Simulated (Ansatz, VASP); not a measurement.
**AlNi3: VASP beside Ansatz**

```
Al Ni
1.0
     0.00000    2.80189    2.80189
     2.80189    0.00000    2.80189
     2.80189    2.80189    0.00000
Al Ni
1 3
Direct
  0.50000 0.50000 0.50000
  0.25000 0.25000 0.25000
  0.00000 0.00000 0.00000
  0.75000 0.75000 0.75000
```

Alike in both runs: task relaxation of cell and atoms; functional PBEsol; k mesh 8 × 8 × 8; occupations gaussian, width 0.1 eV; no spin polarisation.

|  | VASP | Ansatz |
| --- | --- | --- |
| version | VASP 6.6.1 | Ansatz 0.2.0 |
| potentials or method | VASP PAW PBE potentials, release 64 (Al, Ni) | scalar-relativistic, plane waves, PAW |
| plane-wave cutoff (eV) | 600 | 420 |
| valence electrons in the cell | 33 | 57 |

|  | VASP | Ansatz | Ansatz less VASP |
| --- | --- | --- | --- |
| gap on the k mesh at the Fermi level, each at its own relaxed structure (eV) | none | none | - |
| relaxed volume (Å³/atom) | 10.95 | 10.96 | +0.003 |
| relaxed cell length with the largest relative difference (Å) | 3.957 | 3.958 | +0.0004 |

A gap of «none» marks a metal or a gap that the smearing closes. The two sets of potentials don't hold the same shells in valence.

Caveats: the PAW data sets were made with another functional, which shifts forces and pressure a little (VASP). Spin polarisation is off, so any magnetic state and its effect on volume and gap are missing.
